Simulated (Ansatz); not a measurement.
**Al3GaN4 under pressure**

These are results of DFT PBEsol, scalar-relativistic, plane waves, PAW in Ansatz, not measurements. Settings: 420 eV cutoff, 6×6×6 k-mesh, Gaussian smearing of 0.02 eV, no spin polarisation.

Reference structure (relaxed):

```
Al Ga N
1.0
     4.40699    0.00000    0.00000
     0.00000    4.40699    0.00000
     0.00000    0.00000    4.40699
Al Ga N
3 1 4
Direct
  0.50000 0.50000 0.00000
  0.50000 0.00000 0.50000
  0.00000 0.50000 0.50000
  0.00000 0.00000 0.00000
  0.74471 0.74471 0.25529
  0.74471 0.25529 0.74471
  0.25529 0.74471 0.74471
  0.25529 0.25529 0.25529
```

Cell and atoms are relaxed at each pressure within the symmetry of the start, at zero temperature, so transitions that lower the symmetry aren't seen. The k-mesh given is that at zero pressure and may differ at others. a, b and c are the lengths of the cell vectors above. ΔH is E + PV over the energy at zero pressure. Gaps are Kohn–Sham gaps over the whole zone.

| P (GPa) | V (Å³/atom) | V/V0 | a (Å) | b (Å) | c (Å) | ΔH (eV/atom) | gap (eV) |
| --- | --- | --- | --- | --- | --- | --- | --- |
| -2 | 10.81 | 1.011 | 4.423 | 4.423 | 4.423 | -0.134 | 3.30 |
| 0 | 10.70 | 1.000 | 4.407 | 4.407 | 4.407 | 0.000 | 3.32 |
| 2 | 10.59 | 0.990 | 4.392 | 4.392 | 4.392 | 0.133 | 3.32 |
| 5 | 10.44 | 0.976 | 4.372 | 4.372 | 4.372 | 0.330 | 3.33 |
| 10 | 10.22 | 0.955 | 4.340 | 4.340 | 4.340 | 0.652 | 3.35 |
| 20 | 9.82 | 0.918 | 4.283 | 4.283 | 4.283 | 1.277 | 3.37 |